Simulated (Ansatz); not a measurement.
# TiAl3 (Pmm2) in Ansatz: settings compared

The runs below take TiAl3 through band structure, with LDA, PBEsol, r2SCAN.

Everything below comes from runs of Ansatz 0.2.0. Logs are shortened: lines on timing, memory, paths and dates and some standing lists are left out, and cuts for length are marked.

### 1 The crystal as given

The structure is orthorhombic, space group Pmm2 (No. 25). Conventional cell: a = 2.840 Å, b = 4.681 Å, c = 4.901 Å, α = 90.00°, β = 90.00°, γ = 90.00°. Ti (site symmetry mm2) is surrounded by 10 Al at 2.83 to 2.85 Å and 2 Ti at 2.84 Å. Al (site symmetry mm2) is surrounded by 10 Al at 2.81 to 2.86 Å and 2 Ti at 2.85 Å. Al (site symmetry mm2) is surrounded by 8 Al at 2.81 to 2.86 Å and 4 Ti at 2.85 Å. Al (site symmetry mm2) has 4 Ti at 2.83 to 2.84 Å and 8 Al at 2.84 to 2.86 Å as nearest neighbours.

The cell comes from a database or a generator and needn't be the stable form of this composition.

### 2 Band structure, LDA

Input file input.yaml:

```yaml
crystal:
  lattice:
    - [2.839677, 0.0, 0.0]
    - [0.0, 4.681264, 0.0]
    - [0.0, 0.0, 4.900742]
  atoms:
    - { symbol: Ti, position: [0.0, 0.5, 0.165916] }
    - { symbol: Al, position: [0.0, 0.0, 0.8359] }
    - { symbol: Al, position: [0.5, 0.0, 0.330912] }
    - { symbol: Al, position: [0.5, 0.5, 0.667271] }
hamiltonian:
  xc: lda
  pseudopotentials: { kind: paw }
kpoints:
  mp_grid: { grid: [5, 3, 3] }
  band_path:
    path:
      - [[0.0, 0.0, 0.0], [0.5, 0.0, 0.0], [0.5, 0.5, 0.0], [0.0, 0.5, 0.0], [0.0, 0.0, 0.0], [0.0, 0.0, 0.5], [0.5, 0.0, 0.5], [0.5, 0.5, 0.5], [0.0, 0.5, 0.5], [0.0, 0.0, 0.5]]
      - [[0.0, 0.5, 0.0], [0.0, 0.5, 0.5]]
      - [[0.5, 0.0, 0.5], [0.5, 0.0, 0.0]]
      - [[0.5, 0.5, 0.0], [0.5, 0.5, 0.5]]
    npoints: 14
scf:
  occupations: { method: fermi_dirac, width: 0.05 }
  n_extra_bands: 10
output:
  forces: true
  stress: true
  eigenvalues: true
  fatbands: true
```

Potentials or basis: Ansatz PAW.

Started as:

```bash
ansatz run input.yaml --threads 2 --pin off --max-ram 5632MiB --backend cpu --events-out ev --progress --plain --runs-dir out
```

The program printed:

```text
Warning: RAYON_NUM_THREADS=2 ignored (pool sized by the plan → 2); use --threads N
scf.n_extra_bands = 10 over 11 filled bands (N_el = 21.0): the run solves 21 bands
Engine: ansatz 0.2.0, aarch64-unknown-linux-gnu
Pseudopotentials: kind: paw
Pseudopotential: Ti, paw, valence charge 12, recommended cutoff 420 eV (normal), Ti.paw.azcp
Pseudopotential: Al, paw, valence charge 3, recommended cutoff 420 eV (normal), Al.paw.azcp
Functional definition: SPW92
  exchange = slater_x
  correlation = pw_c
Crystal: 4 atoms, lattice volume = 65.147 Å³
Basis set: ecut = 420 eV, 1279 PW (Γ)
Bands: 21, of which v1, the nominal top of the filled ones, is band 11 counted from 1 (10 counted from 0)
Symmetry: 4 space group operations
Space group: Pmm2 (ITA 25), of the structure as read, at distance tolerance 4.0e-5 Å
k-points: 12 of 45 (time reversal used)
Non-local potential: Ti, projectors of the file, l = 0: 3, l = 1: 2, l = 2: 3, l = 3: 1
Non-local potential: Al, projectors of the file, l = 0: 2, l = 1: 2, l = 2: 1
PAW form: soft (Blöchl's): semilocal exchange-correlation on the pseudo side does not see the compensation charge
PAW frozen core: Ti, regenerated for the run's functional, and the local potential with it (the file was generated under x = pbe(κ = 0.804, μ = 0.2195149727645171), c = pbe(β = 0.06672455060314922))
PAW frozen core: Al, regenerated for the run's functional, and the local potential with it (the file was generated under x = pbe(κ = 0.804, μ = 0.2195149727645171), c = pbe(β = 0.06672455060314922))
PAW one-centre angular grid: Ti, 590 points (default); XC on 64 Gauss nodes
PAW one-centre angular grid: Al, 110 points (default); XC on 64 Gauss nodes
Initial density: superposition of atomic densities (neutral atoms: chi_scale 0, normalization atom), corrected by the library's trained network
Initial wavefunctions: pseudopotential atomic-orbital guess
Functional: x = slater, c = lda
SCF iter   1: F=—  HF=-3989.945583 eV  |F-HF|=—  |Δ(HF+E_count)|=         —  Δρ=6.20e-3  dr2=4.87e-2  ethr=1.77e-3  ⟨swp⟩=5.8  Hψ=1385  notcnv=0  defer=3
preconditioner: auto → none  [insulator: Δε(μ)=0.182 eV  Ē_g=7.673 eV  σ=0.050 eV  W_gap=0.69  n_scr=10 (ndim 8)  ℏωp=16.6 eV  f_vac=0.000  D(μ)=1.81/eV (n_scr^D=10)  ε∞_Penn≈5.7]
SCF iter   2: F=—  HF=-3989.938439 eV  |F-HF|=—  |Δ(HF+E_count)|=   7.14e-3  Δρ=2.70e-3  dr2=5.12e-3  ethr=2.32e-4  ⟨swp⟩=2.0  Hψ=419  notcnv=0  defer=26
SCF iter   3: F=—  HF=-3989.937686 eV  |F-HF|=—  |Δ(HF+E_count)|=   7.53e-4  Δρ=8.83e-4  dr2=9.60e-4  ethr=2.44e-5  ⟨swp⟩=1.8  Hψ=254  notcnv=0  defer=26
SCF iter   4: F=—  HF=-3989.937538 eV  |F-HF|=—  |Δ(HF+E_count)|=   1.48e-4  Δρ=2.20e-4  dr2=9.13e-5  ethr=4.57e-6  ⟨swp⟩=2.2  Hψ=255  notcnv=0  defer=26
SCF iter   5: F=—  HF=-3989.937523 eV  |F-HF|=—  |Δ(HF+E_count)|=   1.51e-5  Δρ=8.37e-5  dr2=4.87e-6  ethr=4.35e-7  ⟨swp⟩=2.2  Hψ=262  notcnv=0  defer=26
SCF iter   6: F=—  HF=-3989.937522 eV  |F-HF|=—  |Δ(HF+E_count)|=   5.99e-7  Δρ=1.38e-5  dr2=1.70e-7  ethr=2.32e-8  ⟨swp⟩=2.2  Hψ=272  notcnv=0  defer=26
SCF iter   7: F=-3989.937522 eV  HF=-3989.937522 eV  |F-HF|=1.33e-8  |Δ(HF+E_count)|=   2.10e-8  Δρ=3.64e-6  dr2=1.82e-8  ethr=4.76e-10  ⟨swp⟩=8.3  Hψ=1125  notcnv=0
SCF 1 converged in 7 iterations: F = -3989.937522 eV  dr2 = 1.82e-8
NSCF: frozen V_eff on 172 k-points
SCF converged after 7 iterations
Free energy (F): -3989.937522 eV
Harris-Foulkes:  -3989.937522 eV  (|F-HF|=1.33e-8)
Internal energy: -3989.921325 eV  (E = F + TS)
E sigma→0 (E₀):  -3989.929423 eV
Entropy (-TS):   -0.016197 eV (-4.049 meV/atom)
Fermi energy:    9.127634 eV
--- Per-component energies (eV) ---
  E_band       = -159.152684
  E_kinetic    = 341.925207
  E_local      = -1298.036734  (includes V_loc(G=0)·N_el)
  E_nonlocal   = 45.769986
  E_hartree    = 572.782823
  E_xc         = -215.069356
  E_vxc        = -210.040174  (∫ρ·V_xc dr)
  E_paw        = -2329.367092  (= ΣΔE_a)
  E_vpaw       = -184.337831  (= ΣTr[D̂ρ^β])
  E_aug_tail   = 0.000089  (compensation charges beyond the density's cutoff)
  E_ewald      = -1108.419348
  E_core_change = 0.493100  (= ΣΔE_core)
  E_smearing   = -0.016197  (= −TS)
  E_closure    = -0.000000  (closes the sum)
  Σ components = -3989.937522   (vs F -3989.937522, Δ=0.00e0)
--- Forces (eV/Å), atoms counted from 1 ---
  atom   1  Ti     0.00000000     0.00000000    -0.06565441
  atom   2  Al     0.00000000     0.00000000     0.21626727
  atom   3  Al     0.00000000     0.00000000    -0.20293890
  atom   4  Al     0.00000000     0.00000000     0.05231166
  max |Σ_I F_I| component: 1.44e-5 eV/Å
--- Stress (GPa, compression-positive) ---
       -5.763749       0.000000       0.000000
        0.000000      -4.594440       0.000000
        0.000000       0.000000      -4.927412
  P = ⅓ Tr σ = -5.0952 GPa (-50.952 kbar)
--- Band table (eV; the first three rows and the last of 12) ---
  k-point 0: bands = ["-46.7743", "-23.4026", "-23.3981", "-23.0672", "-0.9823", "4.0667", "5.3144", "5.6857", "6.4689", "8.3642", "8.7347", "11.4238", "11.4963", "11.8137", "11.9423", "12.1810", "15.1288", "15.4809", "15.9098", "18.2912", "20.4391"]
  k-point 1: bands = ["-46.7742", "-23.4044", "-23.3981", "-23.0672", "-0.3407", "1.9078", "5.7437", "6.0957", "7.8604", "8.1907", "8.6043", "11.3403", "11.3404", "11.4874", "11.5057", "12.9200", "16.0431", "16.6453", "17.1359", "17.3859", "18.6705"]
  k-point 2: bands = ["-46.7742", "-23.4023", "-23.4009", "-23.0671", "-0.2722", "2.1339", "5.5024", "5.5949", "7.5759", "8.0864", "8.8546", "11.3749", "11.4322", "11.5794", "11.7859", "12.8162", "16.6814", "16.7070", "17.3257", "18.2333", "18.8981"]
  k-point 11: bands = ["-46.7235", "-23.4766", "-23.3533", "-23.3509", "3.0901", "4.8049", "5.6119", "6.3056", "7.4369", "7.8127", "8.6565", "9.9403", "10.2003", "11.2270", "11.5896", "12.1160", "13.6724", "14.4621", "15.4535", "16.4329", "17.0901"]
```

Wall time 15 s (2 threads of Arm Neoverse N1, shared host); peak memory 0.36 GiB.

Results:

```
Free energy            : -3989.9375 eV
Pressure               : -5.1 GPa
Largest force          : 0.216 eV/Å
Band gap on the k mesh : none (metal or under the smearing width)
```

Forces in eV/Å, atoms in the order of the input:
```
Ti   0.000  0.000 -0.066
Al   0.000  0.000  0.216
Al   0.000  0.000 -0.203
Al   0.000  0.000  0.052
```

Levels at the corners of the path, in eV from the Fermi level:
```tsv
point	band 8	band 9	band 10	band 11	band 12	band 13	band 14	band 15
Γ	-3.44	-2.66	-0.76	-0.39	2.30	2.37	2.69	2.81
X	-1.92	-1.73	0.33	0.59	0.75	1.40	1.49	2.15
S	-3.32	-1.67	-0.50	-0.33	0.79	1.13	1.30	3.43
Y	-3.12	-1.98	-1.44	-0.14	2.21	2.31	2.63	3.08
Γ	-3.44	-2.66	-0.76	-0.39	2.30	2.37	2.69	2.81
Z	-2.27	-2.10	-1.00	-0.30	2.19	2.25	2.38	3.22
U	-3.44	-1.31	-0.18	-0.16	0.58	1.20	1.89	3.25
R	-3.28	-2.74	-2.73	-0.73	-0.18	1.04	2.03	2.29
T	-4.73	-0.17	-0.02	0.74	2.22	2.24	3.68	4.93
Z	-2.27	-2.10	-1.00	-0.30	2.19	2.25	2.38	3.22
Y	-3.12	-1.98	-1.44	-0.14	2.21	2.31	2.63	3.08
T	-4.73	-0.17	-0.02	0.74	2.22	2.24	3.68	4.93
U	-3.44	-1.31	-0.18	-0.16	0.58	1.20	1.89	3.25
X	-1.92	-1.73	0.33	0.59	0.75	1.40	1.49	2.15
S	-3.32	-1.67	-0.50	-0.33	0.79	1.13	1.30	3.43
R	-3.28	-2.74	-2.73	-0.73	-0.18	1.04	2.03	2.29
```

Caveat: the k mesh is coarse (spacing up to 0.45 Å⁻¹), so the values aren't converged; the PAW data sets come from PBE, with cores solved anew for the run's functional, which leaves a small shift of forces and pressure.

### 3 Band structure, PBEsol

Edit input.yaml of step 2 so:

```diff
@@ -11,3 +11,3 @@
 hamiltonian:
-  xc: lda
+  xc: pbesol
   pseudopotentials: { kind: paw }
@@ -29,2 +29,6 @@
   eigenvalues: true
-  fatbands: true
+  fatbands: false
+  write_density: true
+  write_potential: true
+  elf: true
+  volumetric_format: npy
```

Potentials or basis: Ansatz PAW.

Started as:

```bash
ansatz run input.yaml --threads 2 --pin off --max-ram 5632MiB --backend cpu --events-out ev --progress --plain --runs-dir out
```

Wall time 9.3 s (2 threads of Arm Neoverse N1, shared host); peak memory 0.37 GiB.

It converged, with:

- Free energy: -4048.5580 eV
- Pressure: -2.4 GPa
- Largest force: 0.167 eV/Å
- Band gap on the k mesh: none (metal or under the smearing width)

Forces in eV/Å, atoms in the order of the input:
```
Ti   0.000  0.000 -0.053
Al   0.000  0.000  0.167
Al   0.000  0.000 -0.161
Al   0.000  0.000  0.047
```

Stress tensor (GPa, compression positive):
```
-3.19  0.00  0.00
 0.00 -1.97  0.00
 0.00  0.00 -2.14
```

Levels at the corners of the path, in eV from the Fermi level:
| point | band 7 | band 8 | band 9 | band 10 | band 11 | band 12 | band 13 | band 14 | band 15 | band 16 |
| --- | --- | --- | --- | --- | --- | --- | --- | --- | --- | --- |
| Γ | -3.83 | -3.49 | -2.67 | -0.76 | -0.38 | 2.34 | 2.41 | 2.70 | 2.78 | 3.10 |
| X | -2.14 | -1.93 | -1.74 | 0.36 | 0.61 | 0.72 | 1.37 | 1.50 | 2.20 | 2.62 |
| S | -3.66 | -3.33 | -1.67 | -0.50 | -0.30 | 0.80 | 1.12 | 1.30 | 3.39 | 3.85 |
| Y | -3.50 | -3.12 | -2.00 | -1.48 | -0.13 | 2.25 | 2.35 | 2.68 | 3.10 | 4.65 |
| Γ | -3.83 | -3.49 | -2.67 | -0.76 | -0.38 | 2.34 | 2.41 | 2.70 | 2.78 | 3.10 |
| Z | -3.40 | -2.24 | -2.11 | -1.05 | -0.28 | 2.23 | 2.29 | 2.43 | 3.23 | 4.06 |
| U | -3.83 | -3.46 | -1.31 | -0.18 | -0.14 | 0.59 | 1.18 | 1.92 | 3.25 | 3.68 |
| R | -3.53 | -3.28 | -2.77 | -2.75 | -0.79 | -0.20 | 1.06 | 2.08 | 2.34 | 2.54 |
| T | -7.02 | -4.79 | -0.16 | -0.01 | 0.76 | 2.26 | 2.28 | 3.68 | 4.96 | 5.21 |
| Z | -3.40 | -2.24 | -2.11 | -1.05 | -0.28 | 2.23 | 2.29 | 2.43 | 3.23 | 4.06 |
| Y | -3.50 | -3.12 | -2.00 | -1.48 | -0.13 | 2.25 | 2.35 | 2.68 | 3.10 | 4.65 |
| T | -7.02 | -4.79 | -0.16 | -0.01 | 0.76 | 2.26 | 2.28 | 3.68 | 4.96 | 5.21 |
| U | -3.83 | -3.46 | -1.31 | -0.18 | -0.14 | 0.59 | 1.18 | 1.92 | 3.25 | 3.68 |
| X | -2.14 | -1.93 | -1.74 | 0.36 | 0.61 | 0.72 | 1.37 | 1.50 | 2.20 | 2.62 |
| S | -3.66 | -3.33 | -1.67 | -0.50 | -0.30 | 0.80 | 1.12 | 1.30 | 3.39 | 3.85 |
| R | -3.53 | -3.28 | -2.77 | -2.75 | -0.79 | -0.20 | 1.06 | 2.08 | 2.34 | 2.54 |

Caveat: the k mesh is coarse (spacing up to 0.45 Å⁻¹), so the values aren't converged; the PAW data sets come from PBE, with cores solved anew for the run's functional, which leaves a small shift of forces and pressure.

### 4 Band structure, r2SCAN

Edit input.yaml of step 3 so:

```diff
@@ -11,3 +11,3 @@
 hamiltonian:
-  xc: pbesol
+  xc: r2scan
   pseudopotentials: { kind: paw }
@@ -30,5 +30 @@
   fatbands: false
-  write_density: true
-  write_potential: true
-  elf: true
-  volumetric_format: npy
```

Started as:

```bash
ansatz run input.yaml --threads 2 --pin off --max-ram 5632MiB --backend cpu --events-out ev --progress --plain --runs-dir out
```

Run time: 20 s. Hardware: 2 threads of Arm Neoverse N1, shared host; peak memory 0.48 GiB.

The run converged. Its results:

- Free energy: -4126.6964 eV
- Pressure: -2.1 GPa
- Largest force: 0.104 eV/Å
- Band gap on the k mesh: none (metal or under the smearing width)

Forces on the atoms (eV/Å):
```
Ti   0.000  0.000 -0.034
Al   0.000  0.000  0.093
Al   0.000  0.000 -0.104
Al   0.000  0.000  0.044
```

Stress tensor (GPa, compression positive):
```
-3.37  0.00  0.00
 0.00 -1.46  0.00
 0.00  0.00 -1.52
```

Levels at the corners of the path, in eV from the Fermi level:
| point | band 7 | band 8 | band 9 | band 10 | band 11 | band 12 | band 13 | band 14 | band 15 | band 16 |
| --- | --- | --- | --- | --- | --- | --- | --- | --- | --- | --- |
| Γ | -4.09 | -3.82 | -2.78 | -0.74 | -0.40 | 2.62 | 2.69 | 2.89 | 2.91 | 3.34 |
| X | -2.23 | -2.06 | -1.81 | 0.45 | 0.71 | 0.74 | 1.42 | 1.65 | 2.51 | 2.83 |
| S | -3.93 | -3.49 | -1.70 | -0.48 | -0.20 | 0.89 | 1.18 | 1.41 | 3.53 | 4.01 |
| Y | -3.73 | -3.24 | -2.18 | -1.63 | -0.13 | 2.52 | 2.63 | 2.96 | 3.33 | 4.99 |
| Γ | -4.09 | -3.82 | -2.78 | -0.74 | -0.40 | 2.62 | 2.69 | 2.89 | 2.91 | 3.34 |
| Z | -3.65 | -2.31 | -2.17 | -1.24 | -0.29 | 2.50 | 2.51 | 2.70 | 3.43 | 4.41 |
| U | -4.06 | -3.69 | -1.32 | -0.14 | -0.04 | 0.66 | 1.23 | 2.15 | 3.47 | 3.89 |
| R | -3.65 | -3.47 | -3.02 | -2.88 | -0.98 | -0.18 | 1.16 | 2.34 | 2.63 | 2.83 |
| T | -7.44 | -5.14 | -0.17 | 0.02 | 0.92 | 2.53 | 2.55 | 3.93 | 5.38 | 5.58 |
| Z | -3.65 | -2.31 | -2.17 | -1.24 | -0.29 | 2.50 | 2.51 | 2.70 | 3.43 | 4.41 |
| Y | -3.73 | -3.24 | -2.18 | -1.63 | -0.13 | 2.52 | 2.63 | 2.96 | 3.33 | 4.99 |
| T | -7.44 | -5.14 | -0.17 | 0.02 | 0.92 | 2.53 | 2.55 | 3.93 | 5.38 | 5.58 |
| U | -4.06 | -3.69 | -1.32 | -0.14 | -0.04 | 0.66 | 1.23 | 2.15 | 3.47 | 3.89 |
| X | -2.23 | -2.06 | -1.81 | 0.45 | 0.71 | 0.74 | 1.42 | 1.65 | 2.51 | 2.83 |
| S | -3.93 | -3.49 | -1.70 | -0.48 | -0.20 | 0.89 | 1.18 | 1.41 | 3.53 | 4.01 |
| R | -3.65 | -3.47 | -3.02 | -2.88 | -0.98 | -0.18 | 1.16 | 2.34 | 2.63 | 2.83 |

Caveat: the k mesh is coarse (spacing up to 0.45 Å⁻¹), so the values aren't converged; the PAW data sets come from PBE, with cores solved anew for the run's functional, which leaves a small shift of forces and pressure.

### 5 The runs side by side

```csv
level,cutoff (eV),gap on the mesh (eV),pressure (GPa),largest force (eV/Å)
LDA,420,none,-5.1,0.22
PBEsol,420,none,-2.4,0.17
r2SCAN,500,none,-2.1,0.10
```

Alike in all rows: task band structure; potentials or basis Ansatz PAW; no spin polarisation; cell as given; k mesh 5 × 3 × 3; smearing fermi-dirac 0.05 eV; the mesh is coarse, so values aren't converged.

Caveats: all runs use coarse meshes; the PAW data sets come from PBE, with cores solved anew for the run's functional, which leaves a small shift of forces and pressure.

Absolute energies hang on the potentials; compare differences alone.
